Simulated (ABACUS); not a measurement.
A run of ABACUS 3.10.1 is set up as follows.

The input run_abacus.py:

```python
"""ABACUS run from a structure file: ASE reads it, the script writes STRU, KPT and INPUT."""
import re
import subprocess
from ase.io import read
from ase.units import Bohr

atoms = read("Ge.cif")
atoms = atoms[(-atoms.numbers).argsort(kind="stable")]  # ABACUS lists atoms element by element
pseudo = {'Ge': 'Ge_ONCV_PBE-1.2.upf'}
orbital = {'Ge': 'Ge_confined-atom_7au_2s2p2d.orb'}
magmoms = None
kmesh = [6, 6, 6]
params = {
    'suffix': 'Ge',
    'calculation': 'scf',
    'basis_type': 'lcao',
    'pseudo_dir': './',
    'orbital_dir': './',
    'symmetry': 1,
    'dft_functional': 'scan',
    'ecutwfc': 100,
    'pseudo_rcut': 10,
    'nspin': 1,
    'nbands': 24,
    'ks_solver': 'genelpa',
    'smearing_method': 'fd',
    'smearing_sigma': 0.00367493,
    'scf_thr': 1e-07,
    'scf_nmax': 100,
    'mixing_type': 'broyden',
    'mixing_beta': 0.7,
    'cal_force': 1,
    'cal_stress': 1,
    'mixing_tau': 1,
    'out_mul': 1,
    'out_chg': 1,
}

symbols = atoms.get_chemical_symbols()
elements = list(dict.fromkeys(symbols))
lines = ["ATOMIC_SPECIES"] + [f"{e} {atoms.get_masses()[symbols.index(e)]:.4f} {pseudo[e]}" for e in elements]
if orbital:
    lines += ["", "NUMERICAL_ORBITAL"] + [orbital[e] for e in elements]
lines += ["", "LATTICE_CONSTANT", f"{1 / Bohr:.10f}", "", "LATTICE_VECTORS"]
lines += [" ".join(f"{x:.10f}" for x in v) for v in atoms.cell]
lines += ["", "ATOMIC_POSITIONS", "Direct"]
for e in elements:
    lines += ["", e, "0.0", str(symbols.count(e))]
    for i, p in enumerate(atoms.get_scaled_positions(wrap=False)):
        if symbols[i] == e:
            mag = "" if magmoms is None else " mag " + " ".join(str(x) for x in (magmoms[i] if isinstance(magmoms[i], list) else [magmoms[i]]))
            lines.append(" ".join(f"{x:.10f}" for x in p) + " 1 1 1" + mag)
open("STRU", "w").write("\n".join(lines) + "\n")
open("KPT", "w").write("K_POINTS\n0\nGamma\n%d %d %d 0 0 0\n" % tuple(kmesh))
open("INPUT", "w").write("INPUT_PARAMETERS\n" + "".join(f"{k:<20s}{v}\n" for k, v in params.items()))

done = subprocess.run(['mpirun', '-np', '4', 'abacus'])
if done.returncode:
    raise SystemExit(done.returncode)
log = open("OUT.Ge/running_scf.log").read()
print("final energy (eV):", re.findall(r"FINAL_ETOT_IS (\S+)", log))
```

The input Ge.cif:

```cif
data_Ge
_cell_length_a 4.00068289
_cell_length_b 4.00068289
_cell_length_c 4.00068289
_cell_angle_alpha 60.00000000
_cell_angle_beta 60.00000000
_cell_angle_gamma 60.00000000
_space_group_name_H-M_alt 'P1'
_space_group_name_Hall 'P 1'
_space_group_IT_number 1
loop_
_space_group_symop_operation_xyz
'x,y,z'
loop_
_atom_site_label
_atom_site_type_symbol
_atom_site_symmetry_multiplicity
_atom_site_Wyckoff_symbol
_atom_site_fract_x
_atom_site_fract_y
_atom_site_fract_z
_atom_site_occupancy
Ge1 Ge 1 a 0.7500000000 0.7500000000 0.7500000000 1
Ge2 Ge 1 a 0.5000000000 0.5000000000 0.5000000000 1
```

Potentials or basis: SG15 ONCV 1.2 PBE, DZP LCAO (the cutoffs set its grid).

Launch:

```sh
$ OMP_NUM_THREADS=1 python run_abacus.py > log
```

Problem. Predict the band gap on the k mesh.

Solution. 0.20 eV, direct.

Problem. Predict the pressure.

Solution. -1.0 GPa.

Caveat: the atomic orbitals were generated for these runs and aren't a published set; the potentials were made for another functional, which shifts forces and pressure; the basis of atomic orbitals isn't converged, which shifts pressures, moduli and gaps.

**Experimental background.**

“Temperature-dependent photoluminescence in Ge: experiment and theory”, 2020, arxiv:2003.00143 reports, for a bulk crystal of Ge at 0 K: band gap 0.744 eV (indirect).

Against the measured gap of Ge, 0.744 eV (indirect; 0 K; “Temperature-dependent photoluminescence in Ge: experiment and theory”, 2020, arxiv:2003.00143), the calculated 0.20 eV is off by -0.54 eV. 3 values of this kind are on record (0.666 to 0.807 eV); this one was drawn at random among those near their median. Spin-orbit coupling on Ge is left out. The value is that of SCAN in an atomic basis (SG15 ONCV 1.2 PBE, DZP LCAO (the cutoffs set its grid)), whose error adds to the functional's, on a finite k mesh, which can miss the band edges, without temperature or zero-point motion.
